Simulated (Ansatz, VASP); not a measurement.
# One calculation of MgO, two programs

POSCAR

```
MgO
1.0
    0.0000000000      2.2820056624      2.2820056624
    2.2820056624      0.0000000000      2.2820056624
    2.2820056624      2.2820056624      0.0000000000
Mg O
1 1
Direct
    0.0000000000      0.0000000000      0.0000000000
    0.2500000000      0.2500000000      0.2500000000
```

The input INCAR.step1:

```
PREC     = Accurate       # precision mode
ENCUT    = 520            # plane-wave cutoff, eV
EDIFF    = 1E-5           # SCF threshold, eV
ISMEAR   = 0              # smearing method
SIGMA    = 0.01           # smearing width, eV
LREAL    = False          # projectors in reciprocal space
LASPH    = True           # aspherical terms in the spheres
NELM     = 60             # most SCF steps
ALGO     = Normal         # electronic algorithm
ISIF     = 2              # what is computed and relaxed
LWAVE    = True           # write WAVECAR
LCHARG   = False          # write CHGCAR
GGA      = PE             # functional
NBANDS   = 11             # bands
```

The input INCAR.step2:

```
PREC     = Accurate       # precision mode
ENCUT    = 520            # plane-wave cutoff, eV
EDIFF    = 1E-6           # SCF threshold, eV
ISMEAR   = 0              # smearing method
SIGMA    = 0.01           # smearing width, eV
LREAL    = False          # projectors in reciprocal space
LASPH    = True           # aspherical terms in the spheres
NELM     = 60             # most SCF steps
ALGO     = Normal         # electronic algorithm
ISIF     = 2              # what is computed and relaxed
LWAVE    = False          # write WAVECAR
LCHARG   = False          # write CHGCAR
GGA      = PE             # functional
LHFCALC  = True           # exact exchange
AEXX     = 0.15           # exact-exchange fraction
HFSCREEN = 0.2078         # screening, 1/A
PRECFOCK = Normal       
ISTART   = 1            
NBANDS   = 11             # bands
```

Contents of KPOINTS:

```
Automatic mesh
0
Gamma
  4 4 4
```

Input for Ansatz:

```yaml
crystal:
  lattice:
    - [0.0, 2.2820056624, 2.2820056624]
    - [2.2820056624, 0.0, 2.2820056624]
    - [2.2820056624, 2.2820056624, 0.0]
  atoms:
    - { symbol: Mg, position: [0.0, 0.0, 0.0] }
    - { symbol: O, position: [0.25, 0.25, 0.25] }
kpoints:
  mp_grid: { grid: [4, 4, 4] }
hamiltonian:
  xc:
    exchange: pbe
    correlation: pbe
    exx: { coeff: 0.15, omega: 0.2078 }
scf:
  occupations: { method: fixed }
  n_extra_bands: 4
output:
  forces: true
  stress: true
  eigenvalues: true
```

Alike in both runs: task single point; functional PBE-based screened hybrid; k mesh 4 × 4 × 4; no spin polarisation.

|  | VASP | Ansatz |
| --- | --- | --- |
| version | VASP 6.6.1 | Ansatz 0.2.0 |
| potentials or method | VASP PAW PBE potentials, release 64 (Mg, O) | plane waves |
| plane-wave cutoff (eV) | 520 | 420 |
| occupations | gaussian, width 0.01 eV | fixed |
| valence electrons in the cell | 8 | 16 |

|  | VASP | Ansatz | Ansatz less VASP |
| --- | --- | --- | --- |
| gap on the k mesh at the Fermi level (eV) | 4.59 | 4.61 | +0.021 |
| pressure (GPa) | 1.3 | 1.5 | +0.21 |

The two sets of potentials don't hold the same shells in valence. Ansatz warned: «stress_exchange_threshold_loose».

Caveats: the k mesh is coarse (spacing up to 0.60 Å⁻¹), so the values aren't converged; the PAW data sets were made with another functional, which shifts forces and pressure a little (VASP).
